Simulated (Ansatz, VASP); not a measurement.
# Two plane-wave programs on Pb

```
Pb
1.0
    -1.97929    1.97929    1.97929
     1.97929   -1.97929    1.97929
     1.97929    1.97929   -1.97929
Pb
1
Direct
  0.00000 0.00000 0.00000
```

Alike in both runs: functional r2SCAN; k mesh 16 × 16 × 16; occupations gaussian, width 0.1 eV; no spin polarisation.

Ansatz relaxed the structure, and its values are those at the end. VASP's run is a single point on that final structure, the one shown.

|  | VASP | Ansatz |
| --- | --- | --- |
| version | VASP 6.6.1 | Ansatz 0.2.0 |
| potentials or method | VASP PAW PBE potentials, release 64 (Pb_d) | scalar-relativistic, plane waves, PAW |
| plane-wave cutoff (eV) | 520 | 500 |
| valence electrons in the cell | 14 | 14 |

|  | VASP | Ansatz | Ansatz less VASP |
| --- | --- | --- | --- |
| gap on the k mesh at the Fermi level (eV) | none | none | - |
| pressure (GPa) | 0.0 | 0.0 | 0.00 |

A gap of «none» marks a metal or a gap that the smearing closes. The functional is the same, so the differences come from potentials, cutoffs and numerics.

Caveats: the PAW data sets were made with another functional, which shifts forces and pressure a little (VASP). The runs have no spin-orbit coupling, so splittings on Pb are missing.
